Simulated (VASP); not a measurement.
## From VASP inputs to Ansatz: BN (zincblende)

INCAR

```
ISIF = 2
LWAVE = .FALSE.
GGA = PE
LREAL = .FALSE.
EDIFF = 1E-7
NELM = 120
SIGMA = 0.02
LASPH = .TRUE.
NBANDS = 11
LCHARG = .FALSE.
IBRION = -1
ENCUT = 520
NSW = 0
PREC = Accurate
ISMEAR = -1
```

KPOINTS

```
KPOINTS created by Atomic Simulation Environment
0
Gamma
12 12 12
0 0 0
```

KPOINTS_OPT

```
special points
7
Reciprocal
0.0000000000 0.0000000000 0.0000000000 1
-0.5000000000 -0.5000000000 0.0000000000 1
-0.3750000000 -0.3750000000 0.2500000000 1
-0.3750000000 0.0000000000 0.3750000000 1
0.0000000000 0.0000000000 0.5000000000 1
-0.5000000000 -0.2500000000 0.2500000000 1
0.0000000000 0.5000000000 0.5000000000 1
```

POSCAR

```
B  N
 1.0000000000000000
    -0.0000000000000000    1.8048254650102595    1.8048254650102595
     1.8048254650102595   -0.0000000000000000    1.8048254650102595
     1.8048254650102595    1.8048254650102595    0.0000000000000000
 B   N
   1   1
Cartesian
  0.0000000000000000  0.0000000000000000 -0.0000000000000000
  0.9024127325051298  0.9024127325051298  0.9024127325051298
```

VASP ran with the recommended PBE PAW datasets (8 valence electrons in the cell).

Write an Ansatz input for this cell and level of theory.



```yaml
crystal:
  lattice:
    - [0.0, 1.804825465, 1.804825465]
    - [1.804825465, 0.0, 1.804825465]
    - [1.804825465, 1.804825465, 0.0]
  atoms:
    - { symbol: B, position: [0.0, 0.0, 0.0] }
    - { symbol: "N", position: [0.25, 0.25, 0.25] }
kpoints:
  mp_grid: { grid: [12, 12, 12] }
  band_path:
    path:
      - [0.0, 0.0, 0.0]
      - [-0.5, -0.5, 0.0]
      - [-0.375, -0.375, 0.25]
      - [-0.375, 0.0, 0.375]
      - [0.0, 0.0, 0.5]
      - [-0.5, -0.25, 0.25]
      - [0.0, 0.5, 0.5]
    npoints: 1
hamiltonian:
  xc: pbe
scf:
  occupations: { method: fermi_dirac, width: 0.02 }
  n_extra_bands: 4
output:
  forces: true
  stress: true
  eigenvalues: true
```

Other inputs would serve too.

|  | VASP | Ansatz |
| --- | --- | --- |
| gap between bands v and c | 4.46 eV | 4.48 eV |
| least direct gap | 8.84 eV | 8.85 eV |
| pressure | 5.0 GPa | 4.7 GPa |

Datasets and cutoffs are each program's own. VASP's cell holds 8 valence electrons and Ansatz's 8. Ansatz's stress includes a Pulay correction; VASP's doesn't.
